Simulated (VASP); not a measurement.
Ga, 4 atoms in the cell. The structure is orthorhombic, space group Cmce (No. 64). The conventional cell has a = 4.523 Å, b = 7.661 Å, c = 4.524 Å, α = 90.00°, β = 90.00°, γ = 90.00°. Ga (site symmetry m) has 7 Ga at 2.48 to 2.79 Å as nearest neighbours. 

| Item | Value |
| --- | --- |
| Program | VASP 6.6.1 |
| Task | relaxation of cell and atoms |
| Functional | r2SCAN |
| Potentials or basis | VASP PAW PBE potentials, release 64 (Ga_d) |
| Cutoff | 600 eV |
| k mesh | 8 × 8 × 8 |
| Occupations | methfessel-paxton, width 0.1 eV |
| Spin | no spin polarisation |
| Further INCAR settings | ALGO = Normal; EDIFF = 1e-07; IBRION = 2; EDIFFG = -0.02; NSW = 60; ISIF = 3 |

Potentials or basis: VASP PAW PBE potentials, release 64 (Ga_d).

Command:

```bash
$ cat potpaw_PBE.64/Ga_d/POTCAR > POTCAR
$ mpirun -np 1 vasp_std > vasp.out
```

Hardware: 1 thread of Intel(R) Xeon(R) Platinum 8488C (Sapphire Rapids), on a shared host.

Problem. How long does it take, and how much memory?

Solution. Wall time 45 min on 1 thread of Intel(R) Xeon(R) Platinum 8488C (Sapphire Rapids), with other jobs on the host, peak memory 0.37 GiB. Counts: scf iterations 83, k points 105, ion steps 7.
